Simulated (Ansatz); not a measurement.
## Al (Fm-3m), random displacements

Computed with DFT PBE, scalar-relativistic, plane waves, PAW (Ansatz). The runs took a 420 eV cutoff, a Γ-centred 10×10×10 mesh and Gaussian smearing (0.15 eV). No spin polarisation. Energies are free energies at this smearing, counted from the undisturbed cell; pressure is positive in compression.

The undisturbed cell (as given, not relaxed at this level):

```
Al
1.0
    -4.04796    4.04796    0.00000
    -4.04796    0.00000    4.04796
     0.00000    4.04796    4.04796
Al
8
Direct
  0.00000 0.00000 0.00000
  0.50000 0.00000 0.00000
  0.00000 0.50000 0.00000
  0.00000 0.00000 0.50000
  0.50000 0.50000 0.00000
  0.50000 0.00000 0.50000
  0.00000 0.50000 0.50000
  0.50000 0.50000 0.50000
```

The atoms are displaced (Å, in the unstrained cell):

```
atom ux uy uz
 Al1   0.065   0.034   0.074
 Al2  -0.035   0.105  -0.004
 Al3  -0.155  -0.086  -0.054
 Al4   0.087  -0.037  -0.034
 Al5   0.088  -0.050  -0.084
 Al6   0.017  -0.061  -0.030
 Al7   0.034   0.067   0.089
 Al8  -0.101   0.028   0.045
```

Strain (Voigt, engineering shear): (0.0001, 0.0027, -0.0054, -0.0086, -0.0152, 0.0004).

(1) What are the energy change, the stress and the forces?

## Answers

(1) ΔE = 43.5 meV/atom; stress (xx, yy, zz, yz, xz, xy; compression positive) (0.96, 1.48, 1.20, 0.97, 0.40, 0.13) GPa.
| atom | Fx (eV/Å) | Fy | Fz |
| --- | --- | --- | --- |
| Al1 | -0.57 | 0.13 | -0.38 |
| Al2 | 0.44 | -0.72 | -0.23 |
| Al3 | 0.83 | 0.65 | 0.34 |
| Al4 | -0.70 | -0.22 | 0.32 |
| Al5 | -0.33 | 0.28 | 0.73 |
| Al6 | 0.12 | 0.22 | 0.74 |
| Al7 | 0.00 | -0.21 | -0.76 |
| Al8 | 0.20 | -0.14 | -0.75 |

Cost: 1 run of about 1.5 core-minutes, on Intel Xeon Platinum 8375C (Ice Lake) (shared hosts).